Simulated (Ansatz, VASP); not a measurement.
## MgZn4O: VASP beside Ansatz

```
Mg Zn O
1.0
     0.00000    4.02141    4.02141
     4.02141    0.00000    4.02141
     4.02141    4.02141    0.00000
Mg Zn O
1 4 1
Direct
  0.50000 0.50000 0.50000
  0.10973 0.10973 0.10973
  0.10973 0.10973 0.67082
  0.10973 0.67082 0.10973
  0.67082 0.10973 0.10973
  0.25000 0.25000 0.25000
```

Alike in both runs: functional PBE; k mesh 4 × 4 × 4; occupations gaussian, width 0.2 eV; no spin polarisation.

Ansatz relaxed the structure, and its values are those at the end. VASP's run is a single point on that final structure, the one shown.

|  | VASP | Ansatz |
| --- | --- | --- |
| version | VASP 6.6.1 | Ansatz 0.2.0 |
| potentials or method | VASP PAW PBE potentials, release 64 (Mg, Zn, O) | scalar-relativistic, plane waves, PAW |
| plane-wave cutoff (eV) | 520 | 420 |
| valence electrons in the cell | 56 | 64 |

|  | VASP | Ansatz | Ansatz less VASP |
| --- | --- | --- | --- |
| gap on the k mesh at the Fermi level (eV) | none | none | - |
| pressure (GPa) | 1.0 | 0.7 | -0.31 |
| rms of the force components (eV/Å) | 0.020 | 0.002 | -0.0176 |

A gap of «none» marks a metal or a gap that the smearing closes. The functional is the same, so the differences come from potentials, cutoffs and numerics. The two sets of potentials don't hold the same shells in valence.
